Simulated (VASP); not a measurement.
# Relaxed cell of Silicon: a test of cutoff and mesh, part 2 of 2

Aim: test the relaxed volume of Silicon against cutoff and mesh. The starting structure is a measured crystal structure from the Crystallography Open Database. The first relaxation on each setting starts from this cell expanded by 3 % in volume.

VASP 6.6.1.

Results so far: reference 20.08 Å³ an atom; a cutoff of 250 eV 20.04 Å³ an atom; a 4×4×4 mesh 20.21 Å³ an atom.

## Step 5: Relaxation with a cutoff of 600 eV

Level of this step: PBEsol; plane waves and PAW (Si) (VASP).

Against step 2 the input has ENCUT = 600. This run starts from the cell of an earlier relaxation, which isn't shown; the restart sets up the plane waves anew.

INCAR

```
SYSTEM = Si
PREC = Accurate
ENCUT = 600
EDIFF = 1E-06
NELM = 100
ISMEAR = 0
SIGMA = 0.03
LREAL = .FALSE.
ALGO = Normal
GGA = PS
NBANDS = 10
LORBIT = 11
LWAVE = .FALSE.
LCHARG = .FALSE.
KPAR = 8
IBRION = 2
NSW = 50
ISIF = 3
EDIFFG = -0.006
```

POSCAR

```
Si
1.0
    0.0000000000      2.7179540129      2.7179540129
    2.7179540129      0.0000000000      2.7179540129
    2.7179540129      2.7179540129      0.0000000000
Si
2
Direct
    0.7500000000      0.7500000000      0.7500000000
    0.5000000000      0.5000000000      0.5000000000
```

KPOINTS

```
Automatic mesh
0
Gamma
8 8 8
0 0 0
```

Potentials, in the order of the species: Si (PBE family, release 64).

On the command line:

```sh
$ mpirun -np 8 vasp_std
```

Output:

```text
[... set-up lines as in an earlier step ...]
 entering main loop
       N       E                     dE             d eps       ncg     rms          rms(c)
DAV:   1     0.982144975998E+01    0.98214E+01   -0.35536E+03   580   0.722E+02
DAV:   2    -0.111069061577E+02   -0.20928E+02   -0.20057E+02   832   0.942E+01
DAV:   3    -0.117071281174E+02   -0.60022E+00   -0.59843E+00   712   0.149E+01
DAV:   4    -0.117115936647E+02   -0.44655E-02   -0.44650E-02   698   0.152E+00
[...]
DAV:   9    -0.114890794358E+02   -0.57717E-04   -0.88964E-05   764   0.676E-02    0.539E-02
DAV:  10    -0.114890902140E+02   -0.10778E-04   -0.10646E-05   676   0.194E-02    0.759E-03
DAV:  11    -0.114890899821E+02    0.23194E-06   -0.45183E-07   462   0.379E-03
   1 F= -.11489090E+02 E0= -.11489090E+02  d E =-.114891E+02
[...]
reached required accuracy - stopping structural energy minimisation
```

Elapsed: 3.8 s, on 8 MPI ranks of AMD EPYC 7R43, shared host; peak memory 1.1 GiB.

OUTCAR, selected parts (step 5):

```text
  Total        0.0014075      0.0014075      0.0014075     -0.0000000      0.0000000     -0.0000000
  in kB        0.0561553      0.0561553      0.0561553     -0.0000000      0.0000000     -0.0000000
  external PRESSURE =       0.0561553 kB  Pullay stress =       0.0000000 kB

 POSITION                                       TOTAL-FORCE (eV/Angst)
 -----------------------------------------------------------------------------------
      4.07693      4.07693      4.07693         0.000000      0.000000      0.000000
      2.71795      2.71795      2.71795        -0.000000     -0.000000     -0.000000
 -----------------------------------------------------------------------------------
    total drift:                               -0.000000     -0.000000     -0.000000

  FREE ENERGIE OF THE ION-ELECTRON SYSTEM (eV)
  ---------------------------------------------------
  free  energy   TOTEN  =       -11.4890899821 eV

  energy  without entropy=      -11.4890899821  energy(sigma->0) =      -11.48908998

[... 2 parts as in an earlier step ...]

[... 2 further parts left out ...]
[key lines of the parts left out:]
E-fermi :   5.8864
```

With a cutoff of 600 eV the cell ends at 20.078 Å³ an atom, +0.01 % from the reference; the bulk modulus is 93.9 GPa against 94.0 GPa.

## Step 6: Relaxation with a 10×10×10 mesh

Against step 2 the input has a 10×10×10 mesh. This run starts from the cell of an earlier relaxation, which isn't shown; the restart sets up the plane waves anew.

Changes to INCAR since step 5:

```diff
@@ -2,3 +2,3 @@
 PREC = Accurate
-ENCUT = 600
+ENCUT = 450
 EDIFF = 1E-06
```

POSCAR

```
Si
1.0
    0.0000000000      2.7178197356      2.7178197356
    2.7178197356      0.0000000000      2.7178197356
    2.7178197356      2.7178197356      0.0000000000
Si
2
Direct
    0.7500000000      0.7500000000      0.7500000000
    0.5000000000      0.5000000000      0.5000000000
```

KPOINTS

```
Automatic mesh
0
Gamma
10 10 10
0 0 0
```

On the command line:

```sh
$ mpirun -np 8 vasp_std
```

Output:

```text
[... set-up lines as in an earlier step ...]
 entering main loop
       N       E                     dE             d eps       ncg     rms          rms(c)
DAV:   1     0.642610442465E+01    0.64261E+01   -0.31199E+03   940   0.580E+02
DAV:   2    -0.112712571480E+02   -0.17697E+02   -0.17066E+02  1386   0.847E+01
DAV:   3    -0.117113490475E+02   -0.44009E+00   -0.43855E+00  1182   0.121E+01
DAV:   4    -0.117145629389E+02   -0.32139E-02   -0.32135E-02  1144   0.130E+00
[...]
DAV:   9    -0.114928612226E+02   -0.55397E-04   -0.90230E-05  1266   0.664E-02    0.549E-02
DAV:  10    -0.114928723966E+02   -0.11174E-04   -0.11816E-05  1052   0.201E-02    0.900E-03
DAV:  11    -0.114928721096E+02    0.28692E-06   -0.41411E-07   758   0.361E-03
   1 F= -.11492872E+02 E0= -.11492872E+02  d E =-.114929E+02
[...]
reached required accuracy - stopping structural energy minimisation
```

The job ended after 3.4 s (8 MPI ranks; peak memory 0.97 GiB; 22 s of CPU time).

OUTCAR, selected parts (step 6):

```text
  Total        0.0016014      0.0016014      0.0016014     -0.0000000      0.0000000      0.0000000
  in kB        0.0639025      0.0639025      0.0639025     -0.0000000      0.0000000      0.0000000
  external PRESSURE =       0.0639025 kB  Pullay stress =       0.0000000 kB

 POSITION                                       TOTAL-FORCE (eV/Angst)
 -----------------------------------------------------------------------------------
      4.07673      4.07673      4.07673         0.000000     -0.000000     -0.000000
      2.71782      2.71782      2.71782        -0.000000      0.000000      0.000000
 -----------------------------------------------------------------------------------
    total drift:                                0.000000      0.000000     -0.000000

  FREE ENERGIE OF THE ION-ELECTRON SYSTEM (eV)
  ---------------------------------------------------
  free  energy   TOTEN  =       -11.4928721096 eV

  energy  without entropy=      -11.4928721096  energy(sigma->0) =      -11.49287211

[... 1 part as in an earlier step ...]

[... 3 further parts left out ...]
[key lines of the parts left out:]
E-fermi :   5.9437
```

With a 10×10×10 mesh the cell ends at 20.075 Å³ an atom, -0.01 % from the reference; the bulk modulus is 93.9 GPa against 94.0 GPa.

## Step 7: The runs compared

```tsv
run	volume (Å³/atom)	change (%)	bulk modulus (GPa)	pressure left (GPa)	core minutes
reference	20.077	-	94.0	0.01	1.15
a cutoff of 250 eV	20.042	-0.18	94.3	0.0	0.56
a 4×4×4 mesh	20.211	0.67	94.3	0.01	0.747
a cutoff of 600 eV	20.078	0.01	93.9	0.01	1.47
a 10×10×10 mesh	20.075	-0.01	93.9	0.01	1.31
```

Core minutes are wall time times ranks, summed over the relaxations behind a row (those for a bulk modulus apart), on shared hosts.

## Step 8: What came out

```json
{
 "volume of the reference": "20.08 Å³/atom",
 "volume against the reference, a cutoff of 250 eV": "-0.18 %",
 "volume against the reference, a 4×4×4 mesh": "+0.67 %",
 "volume against the reference, a cutoff of 600 eV": "+0.01 %",
 "volume against the reference, a 10×10×10 mesh": "-0.01 %"
}
```

**Reading.** The volume moves most with a 4×4×4 mesh: +0.67 % against the reference (450 eV, 8×8×8 mesh). On finer settings it changes by +0.01 % with a cutoff of 600 eV and -0.01 % with a 10×10×10 mesh. A cell that shrinks at the lower cutoff is the usual mark of Pulay stress, the error that a plane-wave basis makes when it is kept while the volume changes. The bulk modulus stays within 2 %. Further runs on this material are not shown.

[Lines on the potential files, build, host, timing and source positions are cut from VASP's logs without a mark.]

[Logs are printed without paths, hosts, clocks, repeated set-up lines and the standing remarks that a program may print on its own settings, such as how far it seeks lower states.]

[Hosts, paths, dates, database ids (printed as entryN), source tags and the programs' standing remarks are cut or masked in the printed files.]
